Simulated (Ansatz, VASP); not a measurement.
# Two plane-wave programs on KBr

```
CELL_PARAMETERS angstrom
0.00000 3.39127 3.29250
3.39127 0.00000 3.29250
3.39127 3.39127 0.00000
ATOMIC_POSITIONS crystal
K 0.00000 0.00000 0.00000
Br 0.50000 0.50000 0.50000
```

Change from the starting cell: strain +0.030 along x and y, +0.000 along z, atoms carried along.

Alike in both runs: task single point; functional LDA; k mesh 6 × 6 × 6; occupations gaussian, width 0.05 eV; no spin polarisation.

|  | VASP | Ansatz |
| --- | --- | --- |
| version | VASP 6.6.1 | Ansatz 0.2.0 |
| potentials or method | VASP PAW LDA potentials, release 64 (K_sv, Br) | scalar-relativistic, plane waves, PAW |
| plane-wave cutoff (eV) | 520 | 420 |
| valence electrons in the cell | 16 | 16 |

|  | VASP | Ansatz | Ansatz less VASP |
| --- | --- | --- | --- |
| gap on the k mesh at the Fermi level (eV) | 3.90 | 3.90 | -0.008 |
| least direct gap on the mesh (eV) | 3.90 | 3.90 | -0.008 |
| pressure (GPa) | -2.1 | -2.1 | -0.04 |
| largest component of the traceless stress (GPa) | 0.38 | 0.36 | -0.012 |
